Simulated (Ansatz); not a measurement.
AlSb (zinc blende), conventional cell a = b = c = 6.1572 Å, α = β = γ = 90.00°. The calculation uses the primitive cell of 2 atoms, to which meshes and values per cell refer.

Equation-of-state scan: isotropic scaling of the cell above, V₀ being its volume. Symmetry pins the atoms to their sites.

All values below come from PBEsol (plane waves to 420 eV, PAW, scalar-relativistic; Ansatz, an electronic-structure program). k mesh 13×13×13 (Γ-centred), Fermi-Dirac smearing 0.05 eV. Energies are smeared free energies. AlSb was relaxed with its symmetry unable to fall. Spin-orbit coupling is left out, though Sb is heavy. The PAW data are Ansatz's earlier set. ΔE is measured from the relaxed starting cell.

```csv
V (Å³/atom),ΔE (eV/atom)
26.261,0.0592
26.844,…
27.428,0.0198
28.012,0.0085
28.595,0.0021
29.179,0.0000
29.762,0.0019
30.346,…
30.929,…
31.513,0.0271
32.097,0.0410
```

### Question
Fill in the missing entries.

### Answer

- 26.844, ΔE (eV/atom): 0.0365
- 30.346, ΔE (eV/atom): 0.0072
- 30.929, ΔE (eV/atom): 0.0158

(Under strain, the slope of the energy per volume gives the stress and its curvature an elastic modulus.)
